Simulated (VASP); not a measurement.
# Os (P6_3/mmc) in VASP: notebook, part 3 of 3

VASP 6.6.1. The steps go on from the part before.

## Step 6: Electric field gradients, PBE

Contents of INCAR:

```
  ALGO = Normal
  EDIFF = 1E-7
  ENCUT = 520
  GGA = PE
  ISIF = 2
  ISMEAR = -1
  LASPH = T
  LCHARG = F
  LEFG = T
  LREAL = F
  LWAVE = F
  NELM = 60
  PREC = Accurate
  SIGMA = 0.05
```

Contents of KPOINTS:

```
k-points
0
Gamma
  14 14 8
```

Contents of POSCAR:

```
Os
1.0
    2.7341000000      0.0000000000      0.0000000000
   -1.3670500000      2.3678000565      0.0000000000
    0.0000000000      0.0000000000      4.3197000000
Os
2
Direct
    0.3333333333      0.6666666667      0.2500000000
    0.6666666667      0.3333333333      0.7500000000
```

Potentials or basis: VASP PAW PBE potentials, release 64 (Os).

Started as:

```console
$ cat potpaw_PBE.64/Os/POTCAR > POTCAR
$ mpirun -np 1 vasp_std > vasp.out
```

OUTCAR:

```text
EDIFF = 1E-7
   ENCUT = 520
   GGA = PE
   ISIF = 2
   ISMEAR = -1
   LASPH = T
   LREAL = F
   NELM = 60
   PREC = Accurate

 ion  position               nearest neighbor table
   1  0.333  0.667  0.250-   2 2.68   2 2.68   2 2.68   2 2.68   2 2.68   2 2.68
   2  0.667  0.333  0.750-   1 2.68   1 2.68   1 2.68   1 2.68   1 2.68   1 2.68

  LATTYP: Found a hexagonal cell.
 ALAT       =     2.7341000000
 C/A-ratio  =     1.5799348963

  Lattice vectors:

[... 574 lines left out ...]

  FREE ENERGIE OF THE ION-ELECTRON SYSTEM (eV)
  ---------------------------------------------------
  free  energy   TOTEN  =       -22.4837879710 eV

  energy  without entropy=      -22.4704737633  energy(sigma->0) =      -22.47713087

 Electric field gradients (V/A^2)
---------------------------------------------------------------------
 ion       V_xx      V_yy      V_zz      V_xy      V_xz      V_yz
---------------------------------------------------------------------
   1      38.254    38.254   -76.508    -0.000     0.000     0.000
   2      38.254    38.254   -76.508    -0.000    -0.000     0.000
---------------------------------------------------------------------

 Electric field gradients after diagonalization (V/A^2)
 (convention: |V_zz| > |V_xx| > |V_yy|)
----------------------------------------------------------------------
 ion       V_xx      V_yy      V_zz     asymmetry (V_yy - V_xx)/ V_zz
----------------------------------------------------------------------
   1      38.254    38.254   -76.508       0.000
   2      38.254    38.254   -76.508       0.000
----------------------------------------------------------------------

           NMR quadrupolar parameters

 Cq : quadrupolar parameter    Cq=e*Q*V_zz/h
 eta: asymmetry parameters     (V_yy - V_xx)/ V_zz
 Q  : nuclear electric quadrupole moment in mb (millibarn)
----------------------------------------------------------------------
 ion       Cq(MHz)       eta       Q (mb)
----------------------------------------------------------------------
   1      -0.185       0.000       1.000
   2      -0.185       0.000       1.000
----------------------------------------------------------------------
```

OSZICAR:

```text
N       E                     dE             d eps       ncg     rms          rms(c)
DAV:   1     0.105772553835E+03    0.10577E+03   -0.76909E+03  2880   0.128E+03
DAV:   2    -0.163622632303E+02   -0.12213E+03   -0.11014E+03  3000   0.402E+02
DAV:   3    -0.236973689208E+02   -0.73351E+01   -0.67056E+01  3596   0.787E+01
DAV:   4    -0.238889798927E+02   -0.19161E+00   -0.18985E+00  3056   0.134E+01
DAV:   5    -0.238911355945E+02   -0.21557E-02   -0.21541E-02  3356   0.118E+00    0.234E+01
DAV:   6    -0.228171441093E+02    0.10740E+01   -0.11466E+00  3108   0.992E+00    0.108E+01
DAV:   7    -0.224917014118E+02    0.32544E+00   -0.83605E-01  3292   0.833E+00    0.464E-01
DAV:   8    -0.224859907428E+02    0.57107E-02   -0.75135E-03  2968   0.723E-01    0.287E-01
DAV:   9    -0.224837815949E+02    0.22091E-02   -0.15227E-03  3108   0.471E-01    0.573E-02
DAV:  10    -0.224838224525E+02   -0.40858E-04   -0.67794E-05  3180   0.842E-02    0.101E-02
DAV:  11    -0.224837889595E+02    0.33493E-04   -0.75033E-06  2964   0.326E-02    0.677E-04
DAV:  12    -0.224837881571E+02    0.80247E-06   -0.15306E-07  2552   0.433E-03    0.940E-04
DAV:  13    -0.224837880150E+02    0.14207E-06   -0.97841E-09  1504   0.103E-03    0.175E-04
DAV:  14    -0.224837879710E+02    0.43965E-07   -0.30575E-09  1480   0.663E-04
   1 F= -.22483788E+02 E0= -.22477131E+02  d E =-.133142E-01
```

It took 14 s on 1 thread of Intel Xeon 6975P-C (Granite Rapids), shared host; peak memory 0.16 GiB.

What came out:

```
Free energy            : -22.4838 eV
Pressure               : 8.8 GPa
Band gap on the k mesh : none (metal or under the smearing width)
```

Stress tensor (GPa, compression positive):
```
9.04 0.00 0.00
0.00 9.04 0.00
0.00 0.00 8.22
```

Electric field gradients, principal values (V/Å²):
```
atom     Vxx     Vyy      Vzz
1 Os  38.254  38.254  -76.508
2 Os  38.254  38.254  -76.508
```

## Step 7: Electric field gradients, r2SCAN

INCAR: that of step 6 with these lines changed.

```diff
@@ -3,3 +3,2 @@
   ENCUT = 520
-  GGA = PE
   ISIF = 2
@@ -9,4 +8,6 @@
   LEFG = T
+  LMIXTAU = T
   LREAL = F
   LWAVE = F
+  METAGGA = R2SCAN
   NELM = 60
```

KPOINTS is that of step 6.

POSCAR is that of step 6.

Potentials or basis: VASP PAW PBE potentials, release 64 (Os).

Started as:

```console
$ cat potpaw_PBE.64/Os/POTCAR > POTCAR
$ mpirun -np 1 vasp_std > vasp.out
```

OUTCAR:

```text
EDIFF = 1E-7
   ENCUT = 520
   ISIF = 2
   ISMEAR = -1
   LASPH = T
   LREAL = F
   METAGGA = R2SCAN
   NELM = 60
   PREC = Accurate

 ion  position               nearest neighbor table
   1  0.333  0.667  0.250-   2 2.68   2 2.68   2 2.68   2 2.68   2 2.68   2 2.68
   2  0.667  0.333  0.750-   1 2.68   1 2.68   1 2.68   1 2.68   1 2.68   1 2.68

  LATTYP: Found a hexagonal cell.
 ALAT       =     2.7341000000
 C/A-ratio  =     1.5799348963

  Lattice vectors:

 A1 = (   2.7341000000,   0.0000000000,   0.0000000000)
 A2 = (  -1.3670500000,   2.3678000565,   0.0000000000)
 A3 = (   0.0000000000,   0.0000000000,   4.3197000000)

Analysis of symmetry for initial positions (statically):
=====================================================================
 Subroutine PRICEL returns:
 Original cell was already a primitive cell.

 Routine SETGRP: Setting up the symmetry group for a
 hexagonal supercell.

 Subroutine GETGRP returns: Found 24 space group operations
 (whereof 12 operations were pure point group operations)
 out of a pool of 24 trial point group operations.

The static configuration has the point symmetry D_3d.
 The point group associated with its full space group is D_6h.

Analysis of symmetry for dynamics (positions and initial velocities):
=====================================================================
 Subroutine PRICEL returns:
 Original cell was already a primitive cell.

 Routine SETGRP: Setting up the symmetry group for a
 hexagonal supercell.

 Subroutine GETGRP returns: Found 24 space group operations
 (whereof 12 operations were pure point group operations)
[... 507 lines left out ...]
      3       3.5570      2.00000
      4       4.5149      2.00000
      5       5.5127      2.00000
      6       5.8433      2.00000
      7       7.7987      2.00000
      8      10.6177      0.00000
      9      11.0834      0.00000
     10      11.4194      0.00000
     11      14.9844      0.00000
     12      15.0337      0.00000

 [... further k-points ...]

------------------------ aborting loop because EDIFF is reached ----------------------------------------

  FORCE on cell =-STRESS in cart. coord.  units (eV):
  Direction    XX          YY          ZZ          XY          YZ          ZX
  --------------------------------------------------------------------------------------
  -------------------------------------------------------------------------------------
  Total        0.4534102      0.4534102      0.1549174      0.0000000     -0.0000000      0.0000000
  in kB       25.9769920     25.9769920      8.8756025      0.0000000     -0.0000000      0.0000000
  external PRESSURE =      20.2765288 kB  Pullay stress =       0.0000000 kB

 VOLUME and BASIS-vectors are now :
 -----------------------------------------------------------------------------
  energy-cutoff  :      520.00
  volume of cell :       27.96
      direct lattice vectors                 reciprocal lattice vectors
     2.734100000  0.000000000  0.000000000     0.365751070  0.211166479  0.000000000
    -1.367050000  2.367800057  0.000000000     0.000000000  0.422332957  0.000000000
     0.000000000  0.000000000  4.319700000     0.000000000  0.000000000  0.231497558

 POSITION                                       TOTAL-FORCE (eV/Angst)
 -----------------------------------------------------------------------------------
     -0.00000      1.57853      1.07993        -0.000000      0.000000      0.000000
      1.36705      0.78927      3.23977         0.000000      0.000000      0.000000
 -----------------------------------------------------------------------------------
    total drift:                               -0.000000      0.000000     -0.000000

  FREE ENERGIE OF THE ION-ELECTRON SYSTEM (eV)
  ---------------------------------------------------
  free  energy   TOTEN  =      -106.0066458481 eV

  energy  without entropy=     -105.9936054857  energy(sigma->0) =     -106.00012567

 Electric field gradients (V/A^2)
---------------------------------------------------------------------
 ion       V_xx      V_yy      V_zz      V_xy      V_xz      V_yz
---------------------------------------------------------------------
   1      37.285    37.285   -74.571    -0.000     0.000     0.000
   2      37.285    37.285   -74.571    -0.000    -0.000     0.000
---------------------------------------------------------------------

 Electric field gradients after diagonalization (V/A^2)
 (convention: |V_zz| > |V_xx| > |V_yy|)
----------------------------------------------------------------------
 ion       V_xx      V_yy      V_zz     asymmetry (V_yy - V_xx)/ V_zz
----------------------------------------------------------------------
   1      37.285    37.285   -74.571       0.000
   2      37.285    37.285   -74.571       0.000
----------------------------------------------------------------------

           NMR quadrupolar parameters

 Cq : quadrupolar parameter    Cq=e*Q*V_zz/h
 eta: asymmetry parameters     (V_yy - V_xx)/ V_zz
 Q  : nuclear electric quadrupole moment in mb (millibarn)
----------------------------------------------------------------------
 ion       Cq(MHz)       eta       Q (mb)
----------------------------------------------------------------------
   1      -0.180       0.000       1.000
   2      -0.180       0.000       1.000
----------------------------------------------------------------------
```

Wall time 62 s (1 thread of Intel Xeon 6975P-C (Granite Rapids), shared host); peak memory 0.16 GiB.

What came out:

| Item | Value |
| --- | --- |
| Free energy | -106.0066 eV |
| Pressure | 2.0 GPa |
| Band gap on the k mesh | none (metal or under the smearing width) |

Stress tensor (GPa, compression positive):
```
2.60 0.00 0.00
0.00 2.60 0.00
0.00 0.00 0.89
```

Levels at points of the mesh, in eV from the Fermi level:
| k point | band 4 | band 5 | band 6 | band 7 | band 8 | band 9 | band 10 | band 11 | band 12 |
| --- | --- | --- | --- | --- | --- | --- | --- | --- | --- |
| (0.00, 0.00, 0.00) | -3.20 | -2.94 | -2.34 | -2.34 | -1.67 | -1.67 | -0.02 | 1.72 | 1.72 |
| (0.50, 0.00, 0.00) | -3.74 | -3.08 | -2.74 | -1.99 | 2.08 | 2.66 | 2.77 | 4.56 | 5.95 |
| (0.00, 0.00, 0.50) | -3.76 | -3.41 | -3.41 | -3.41 | -3.41 | 0.89 | 0.89 | 0.89 | 0.89 |
| (0.50, 0.00, 0.50) | -5.61 | -1.30 | -1.30 | -0.21 | -0.21 | 2.43 | 2.43 | 3.40 | 3.40 |

Electric field gradients, principal values (V/Å²):
```tsv
atom	Vxx	Vyy	Vzz
1 Os	37.285	37.285	-74.571
2 Os	37.285	37.285	-74.571
```

Caveat: the PAW data sets were made with another functional, which shifts forces and pressure a little.

## Step 8: Overview

| level | potentials or basis | k mesh | cutoff (eV) | gap on the mesh (eV) | pressure (GPa) |
| --- | --- | --- | --- | --- | --- |
| PBEsol | VASP PAW PBE potentials, release 64 (Os) | 19 × 19 × 11 | 520 | none | -2.4 |
| PBEsol | VASP PAW PBE potentials, release 64 (Os) | 14 × 14 × 8 | 700 | none | -2.2 |
| PBEsol | VASP PAW PBE potentials, release 64 (Os) | 14 × 14 × 8 | 500 | none | -2.3 |
| PBEsol | VASP PAW PBE potentials, release 64 (Os_pv) | 14 × 14 × 8 | 600 | none | 0.2 |
| PBE | VASP PAW PBE potentials, release 64 (Os) | 14 × 14 × 8 | 520 | none | 8.8 |
| r2SCAN | VASP PAW PBE potentials, release 64 (Os) | 14 × 14 × 8 | 520 | none | 2.0 |

Alike in all rows: task electric field gradients; no spin polarisation; cell as given; smearing fermi-dirac 0.05 eV.

Caveats: the PAW data sets were made with another functional, which shifts forces and pressure a little (some runs).

Absolute energies hang on the potentials; compare differences alone.
